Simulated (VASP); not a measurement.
# A vacancy on the Pt site in a supercell of InPt3 (Yixunite)

Wanted: what a vacancy on the Pt site costs in InPt3 (Yixunite) and how the lattice relaxes round it. The start is a cell from a database of measured crystal structures.

Main program and level: VASP 6.6.1; PBEsol; plane waves and PAW (Pt, In), in the first sound run; inputs show where later runs differ.

### Step 1. The host crystal

The structure is cubic, space group Pm-3m (No. 221). Conventional cell: a = 3.988 Å, b = 3.988 Å, c = 3.988 Å, α = 90.00°, β = 90.00°, γ = 90.00°. Pt has 8 Pt at 2.82 Å and 4 In at 2.82 Å nearest. Nearest to In lie 12 Pt at 2.82 Å. Farther neighbours are not listed.

As a file:

```xyz
4
Lattice="3.9880 0.0000 0.0000 0.0000 3.9880 0.0000 0.0000 0.0000 3.9880" Properties=species:S:1:pos:R:3 pbc="T T T"
Pt    1.9940    0.0000    1.9940
Pt    0.0000    1.9940    1.9940
Pt    1.9940    1.9940    0.0000
In    0.0000    0.0000    0.0000
```

### Step 2. The host at zero pressure

First cell and atoms are relaxed at a raised cutoff, so that later runs start from this functional's own cell.

INCAR reads:

```
SYSTEM = InPt3
PREC = Accurate
ENCUT = 350
EDIFF = 1E-06
NELM = 120
ISMEAR = 1
SIGMA = 0.15
LREAL = .FALSE.
ALGO = Normal
GGA = PS
NBANDS = 22
LASPH = .TRUE.
LORBIT = 11
LWAVE = .FALSE.
LCHARG = .FALSE.
IBRION = 2
NSW = 40
ISIF = 3
EDIFFG = -0.02
POTIM = 0.4
```

POSCAR reads:

```
InPt3
1.0
    3.9880000000      0.0000000000      0.0000000000
    0.0000000000      3.9880000000      0.0000000000
    0.0000000000      0.0000000000      3.9880000000
Pt In
3 1
Direct
    0.5000000000      0.0000000000      0.5000000000
    0.0000000000      0.5000000000      0.5000000000
    0.5000000000      0.5000000000      0.0000000000
    0.0000000000      0.0000000000      0.0000000000
```

KPOINTS reads:

```
Automatic mesh
0
Gamma
4 4 4
0 0 0
```

PAW data sets: Pt and In (PBE family, release 64).

The run is started by

```sh
$ export OMP_NUM_THREADS=5
$ mpirun -np 1 vasp_std
```

The program printed:

```text
[banner, memory and clock lines left out]
running    1 mpi-ranks, on    1 nodes
 distrk:  each k-point on    1 cores,    1 groups
 distr:  one band on    1 cores,    1 groups
 Offloading initialized ...    1 GPUs detected
 POSCAR found type information on POSCAR PtIn
 POSCAR found :  2 types and       4 ions
|                                                                             |
|               ----> ADVICE to this user running VASP <----                  |
|                                                                             |
|     You enforced a specific xc type in the INCAR file but a different       |
|     [... a line on the potential file left out ...]
|     I HOPE YOU KNOW WHAT YOU ARE DOING!                                     |
|                                                                             |

 LDA part: xc-table for (Slater+PW92), standard interpolation
 POSCAR, INCAR and KPOINTS ok, starting setup
 FFT: planning ... GRIDC
 FFT: planning ... GRID_SOFT
 FFT: planning ... GRID
 WAVECAR not read
 entering main loop
       N       E                     dE             d eps       ncg     rms          rms(c)
DAV:   1     0.139747043395E+03    0.13975E+03   -0.12360E+04   440   0.991E+02
DAV:   2    -0.227260878000E+02   -0.16247E+03   -0.15176E+03   512   0.239E+02
DAV:   3    -0.268617814026E+02   -0.41357E+01   -0.40681E+01   494   0.376E+01
DAV:   4    -0.269057710512E+02   -0.43990E-01   -0.43936E-01   518   0.396E+00
DAV:   5    -0.269063684453E+02   -0.59739E-03   -0.59737E-03   490   0.482E-01    0.182E+01
DAV:   6    -0.256907244618E+02    0.12156E+01   -0.33639E+00   464   0.135E+01    0.872E+00
DAV:   7    -0.255546102335E+02    0.13611E+00   -0.85698E-02   458   0.172E+00    0.416E+00
DAV:   8    -0.255141804262E+02    0.40430E-01   -0.47005E-02   446   0.103E+00    0.593E-01
DAV:   9    -0.255139915681E+02    0.18886E-03   -0.19026E-03   476   0.233E-01    0.403E-01
DAV:  10    -0.255138989236E+02    0.92644E-04   -0.35810E-04   504   0.114E-01    0.817E-02
DAV:  11    -0.255138857943E+02    0.13129E-04   -0.14945E-05   488   0.222E-02    0.183E-02
DAV:  12    -0.255138854365E+02    0.35780E-06   -0.52943E-07   310   0.529E-03
   1 F= -.25513885E+02 E0= -.25515384E+02  d E =-.255139E+02
 curvature:   0.00 expect dE= 0.000E+00 dE for cont linesearch  0.000E+00
 trial: gam= 0.00000 g(F)=  0.000E+00 g(S)=  0.150E-02 ort = 0.000E+00 (trialstep = 0.100E+01)
 search vector abs. value=  0.150E-02
 bond charge predicted
       N       E                     dE             d eps       ncg     rms          rms(c)
DAV:   1    -0.255273387734E+02   -0.13453E-01   -0.25594E-01   446   0.412E+00    0.764E-01
DAV:   2    -0.255135293592E+02    0.13809E-01   -0.42459E-02   446   0.160E+00    0.244E-01
DAV:   3    -0.255133443615E+02    0.18500E-03   -0.90714E-04   474   0.175E-01    0.149E-01
DAV:   4    -0.255132910564E+02    0.53305E-04   -0.31239E-04   458   0.799E-02    0.220E-02
DAV:   5    -0.255132922886E+02   -0.12323E-05   -0.24482E-05   458   0.259E-02    0.201E-02
DAV:   6    -0.255132926214E+02   -0.33276E-06   -0.10660E-06   250   0.714E-03
   2 F= -.25513293E+02 E0= -.25514784E+02  d E =0.592815E-03
 trial-energy change:    0.000593  1 .order    0.000534   -0.001501    0.002568
 step:   0.3491(harm=  0.3688)  dis= 0.00000  next Energy=   -25.514145 (dE=-0.259E-03)
 bond charge predicted
       N       E                     dE             d eps       ncg     rms          rms(c)
DAV:   1    -0.255199321403E+02   -0.66399E-02   -0.10830E-01   446   0.268E+00    0.494E-01
DAV:   2    -0.255142403178E+02    0.56918E-02   -0.16813E-02   446   0.101E+00    0.145E-01
DAV:   3    -0.255141543972E+02    0.85921E-04   -0.46165E-04   462   0.131E-01    0.884E-02
DAV:   4    -0.255141440091E+02    0.10388E-04   -0.12592E-04   458   0.512E-02    0.125E-02
DAV:   5    -0.255141446901E+02   -0.68094E-06   -0.12971E-05   466   0.215E-02    0.121E-02
DAV:   6    -0.255141451250E+02   -0.43494E-06   -0.50450E-07   232   0.508E-03
   3 F= -.25514145E+02 E0= -.25515643E+02  d E =-.259689E-03
 curvature:  -0.18 expect dE=-0.125E-07 dE for cont linesearch -0.125E-07
 trial: gam=-0.00669 g(F)=  0.113E-66 g(S)=  0.681E-07 ort = 0.101E-04 (trialstep = 0.870E+00)
 search vector abs. value=  0.103E-09
 reached required accuracy - stopping structural energy minimisation
```

Elapsed: 33 s, on 1 × NVIDIA H100 80GB HBM3, 81559 MiB with 1 MPI rank of AMD EPYC 7R13 (Zen 3), card shared with another run, shared host; peak memory 1.6 GiB.

Lines that name or quote the potential files are left out of all logs, and their timing lines are given in words.

From OUTCAR (step 2):

```text
ion  position               nearest neighbor table
   1  0.500  0.000  0.500-   2 2.82   3 2.82   4 2.82   3 2.82   4 2.82   2 2.82   3 2.82   3 2.82
                             2 2.82   4 2.82   4 2.82   2 2.82
   2  0.000  0.500  0.500-   1 2.82   3 2.82   4 2.82   3 2.82   4 2.82   1 2.82   4 2.82   4 2.82
                             1 2.82   3 2.82   3 2.82   1 2.82
   3  0.500  0.500  0.000-   1 2.82   2 2.82   4 2.82   1 2.82   2 2.82   1 2.82   4 2.82   1 2.82
                             2 2.82   4 2.82   2 2.82   4 2.82
   4  0.000  0.000  0.000-   1 2.82   2 2.82   3 2.82   1 2.82   2 2.82   2 2.82   3 2.82   2 2.82
                             1 2.82   3 2.82   1 2.82   3 2.82

  LATTYP: Found a simple cubic cell.
 ALAT       =     3.9880000000

 Subroutine GETGRP returns: Found 48 space group operations
 (whereof 48 operations were pure point group operations)

The static configuration has the point symmetry O_h .

 Found     10 irreducible k-points:

   k-points           NKPTS =     10   k-points in BZ     NKDIM =     10   number of bands    NBANDS=     22

   dimension x,y,z NGX =    24 NGY =   24 NGZ =   24
   dimension x,y,z NGXF=    48 NGYF=   48 NGZF=   48

   ENCUT  =  350.0 eV  25.72 Ry    5.07 a.u.   6.08  6.08  6.08*2*pi/ulx,y,z

   NELECT =      33.0000    total number of electrons

 k-points in reciprocal lattice and weights: Automatic mesh
   0.00000000  0.00000000  0.00000000       0.016
   0.25000000  0.00000000  0.00000000       0.094
   0.50000000  0.00000000  0.00000000       0.047
   0.25000000  0.25000000  0.00000000       0.188
   0.50000000  0.25000000  0.00000000       0.188
   0.50000000  0.50000000  0.00000000       0.047
   0.25000000  0.25000000  0.25000000       0.125
   0.50000000  0.25000000  0.25000000       0.188
   0.50000000  0.50000000  0.25000000       0.094
   0.50000000  0.50000000  0.50000000       0.016

 average (electrostatic) potential at core
       1 -63.5917       2 -63.5917       3 -63.5917       4 -31.7787

 E-fermi :   9.8939

 k-point     1 :       0.0000    0.0000    0.0000
  band No.  band energies     occupation
    ...
      8       7.9138      2.00000
      9       7.9138      2.00000
     10       7.9138      2.00000
     11       9.1627      2.00000
     12       9.1627      2.00000
     13       9.9841      0.15896
     14      10.2534     -0.00363
     15      10.2534     -0.00363
     16      10.2534     -0.00363
     17      10.4945     -0.00000
    ...

 k-point     2 :       0.2500    0.0000    0.0000
  band No.  band energies     occupation
    ...
     12       8.7571      2.00000
     13       8.8464      2.00000
     14       8.8464      2.00000
     15       9.0319      2.00000
     16       9.4183      2.00007
     17      10.4961     -0.00000
     18      12.8555     -0.00000
     19      12.8555     -0.00000
     20      14.9096      0.00000
     21      16.7631      0.00000
    ...

 k-point     3 :       0.5000    0.0000    0.0000
  band No.  band energies     occupation
    ...
     12       7.7511      2.00000
     13       7.9370      2.00000
     14       7.9370      2.00000
     15       8.0517      2.00000
     16       9.2477      2.00000
     17      10.4981     -0.00000
     18      14.0781      0.00000
     19      15.7903      0.00000
     20      15.7903      0.00000
     21      16.2596      0.00000
    ...

  Total        0.0015338      0.0015338      0.0015338     -0.0000000      0.0000000     -0.0000000
  in kB        0.0386549      0.0386549      0.0386549     -0.0000000      0.0000000     -0.0000000
  external PRESSURE =       0.0386549 kB  Pullay stress =       0.0000000 kB

  energy-cutoff  :      350.00
  volume of cell :       63.57
      direct lattice vectors                 reciprocal lattice vectors
     3.991058329  0.000000000  0.000000000     0.250560106 -0.000000000  0.000000000
     0.000000000  3.991058329  0.000000000    -0.000000000  0.250560106  0.000000000
    -0.000000000 -0.000000000  3.991058329    -0.000000000 -0.000000000  0.250560106

 POSITION                                       TOTAL-FORCE (eV/Angst)
 -----------------------------------------------------------------------------------
      1.99553      0.00000      1.99553        -0.000000      0.000000      0.000000
     -0.00000      1.99553      1.99553        -0.000000      0.000000      0.000000
      1.99553      1.99553      0.00000         0.000000      0.000000      0.000000
      0.00000      0.00000      0.00000         0.000000      0.000000      0.000000
 -----------------------------------------------------------------------------------
    total drift:                                0.000000     -0.000000     -0.000000

  FREE ENERGIE OF THE ION-ELECTRON SYSTEM (eV)
  ---------------------------------------------------
  free  energy   TOTEN  =       -25.5141451250 eV

  energy  without entropy=      -25.5186379105  energy(sigma->0) =      -25.51564272

 reached required accuracy - stopping structural energy minimisation

 total charge
# of ion       s       p       d       tot
------------------------------------------
    1        0.623   0.560   8.118   9.302
    2        0.623   0.560   8.118   9.302
    3        0.623   0.560   8.118   9.302
    4        1.175   1.567   0.430   3.173
--------------------------------------------------
tot          3.045   3.248  24.785  31.078

[... 3 further parts left out ...]
```

CONTCAR:

```
InPt3
    1.000000000000000
     3.9910583294332072    0.0000000000000000    0.0000000000000000
     0.0000000000000000    3.9910583294332072    0.0000000000000000
    -0.0000000000000000   -0.0000000000000000    3.9910583294332072
  Pt              In
     3     1
Direct
     0.5000000000000000    0.0000000000000000    0.5000000000000000
     0.0000000000000000    0.5000000000000000    0.5000000000000000
     0.5000000000000000    0.5000000000000000    0.0000000000000000
     0.0000000000000000    0.0000000000000000    0.0000000000000000
```

This run has no spin polarisation. Its electron count is odd, so without a moment it is a metal by construction. The k-mesh is coarse for a metal. The PAW data sets were made with PBE, which is usual practice but a small mismatch for other functionals. The data set In keeps the semicore shell frozen, which is cheaper and a little less accurate. The run keeps the 48 symmetry operations of its start, so it cannot find a distortion of lower symmetry.

Little changed from the start: no atom moved by 0.005 Å and no cell edge by 0.1 %.

Numbers from this step:

```yaml
electronic_cycles: 24
electrons: 33
free_energy_toten: -25.51 eV
energy_at_zero_smearing: -25.52 eV
fermi_energy: 9.894 eV
labelled_metallic_from_the_levels_on_this_mesh: yes
```

The run ended after 3 ionic steps, 0.000 eV below its first step, once forces and stress met EDIFFG = -0.02.

(Continued in part 2 of 4.)

[Lines on the potential files, build, host, timing and source positions are cut from VASP's logs without a mark.]

[Logs are printed without paths, hosts, clocks, repeated set-up lines and the standing remarks that a program may print on its own settings, such as how far it seeks lower states.]

[Hosts, paths, dates, database ids (printed as entryN), source tags and the programs' standing remarks are cut or masked in the printed files.]

[In band tables of VASP the shares of atoms and orbitals are scaled to a sum of 1 inside the atoms' spheres.]

[Runs that stopped without an error message from VASP are left out.]
